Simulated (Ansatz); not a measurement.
**EuO (rocksalt): zero-pressure volume and bulk modulus with PBEsol**

An exercise on one series of results from a longer session: the logs are not shown, and one member is left open.

Computed with Ansatz 0.2.0 (DFT PBEsol with U = 6 eV on Eu 4f, scalar-relativistic, plane waves, PAW, unless a step's input says otherwise).

3 further runs of the same task are left out: 1 that didn't finish, 2 set aside as unsound or not needed.

### Starting point

The structure is cubic, space group Fm-3m (No. 225). The conventional cell has a = 5.144 Å, b = 5.144 Å, c = 5.144 Å, α = 90.00°, β = 90.00°, γ = 90.00°. Around Eu (site symmetry m-3m) lie 6 O at 2.57 Å. Around O (site symmetry m-3m) lie 6 Eu at 2.57 Å.

Coordinates:

```
CELL_PARAMETERS angstrom
0.00000 2.57195 2.57195
2.57195 0.00000 2.57195
2.57195 2.57195 0.00000
ATOMIC_POSITIONS crystal
Eu 0.50000 0.50000 0.50000
O 0.00000 0.00000 0.00000
```

An earlier run on this cell at PBE+U (U_eff = 6 eV on Eu 4f) gave 1.72 GPa at 17.013 Å³/atom (8×8×8 mesh), mesh gap 0.29 eV, moments in the atoms' spheres Eu 6.75; O -0.08 μB.

Set-up of the first run:

Input file input.yaml:

```yaml
crystal:
  lattice:
    - [0.0, 2.5719519658, 2.5719519658]
    - [2.5719519658, 0.0, 2.5719519658]
    - [2.5719519658, 2.5719519658, 0.0]
  atoms:
    - { symbol: Eu, position: [0.5, 0.5, 0.5], spin: 7.43 }
    - { symbol: O, position: [0.0, 0.0, 0.0] }
basis:
  ecutwfc: 420
  ecutrho_ratio: 4
kpoints:
  mp_grid: { grid: [8, 8, 8] }
hamiltonian:
  xc: pbesol
  hubbard: { sites: [{ species: Eu, l: f, u_eff: 6.0 }] }
scf:
  occupations: { method: gaussian, width: 0.05 }
  lower_state_search: "off"
output:
  forces: true
  stress: true
  eigenvalues: true
  populations: true
  hubbard: { sites: [{ species: Eu, l: f }] }
magnetization:
  spin_polarized: true
checkpoint:
  read: start.run
  write: ck
  compress: false
  write_wavefunctions: false
  write_every: 100000
```

start.run holds the state of a PBE+U run on this cell.

Command:

```bash
> ansatz run input.yaml --threads 4 --pin off --max-ram 6144MiB --backend cpu --events-out ev --progress --plain --runs-dir out
```

Steps of the session up to this table: At the given cell; Stepping to 16.658 Å³/atom; Stepping to 16.426 Å³/atom; Volume × 0.98 of the new zero; Volume × 1.02 of the new zero; Volume × 0.96 of the new zero; Volume × 1.04 of the new zero.

One of the session's tables, all rows but one given; the rest of the session is left out.

```
volume (Å³/atom)  energy (meV/atom)  pressure (GPa)
          15.769               8.41            4.28
          16.097               1.96            1.97
          16.426               0.00           -0.04
          16.755                  ?               ?
          17.083               7.37           -3.47
```

**Question.** Estimate the row for volume (Å³/atom) = 16.755.

Worked estimate for «energy (meV/atom)». A straight line through the neighbours (16.426, 0.00) and (17.083, 7.37) gives 0.00 + (7.37 − 0.00) × (16.755 − 16.426) / (17.083 − 16.426) = 3.69; a parabola fitted to 3 rows on both sides gives 1.81.

The run gave: energy (meV/atom): 1.96; pressure (GPa): -1.82. In «energy (meV/atom)» the line misses by +1.73 and the parabola by -0.15.

volume (Å³/atom), energy (meV/atom) and a bar:
```
    15.77        8.4 ##############################
    16.10        2.0 #######
    16.43        0.0 
    16.75        2.0 #######
    17.08        7.4 ##########################
```

To keep in mind: Warnings in the runs' records: filled band counts differ across k points, stability check not made.
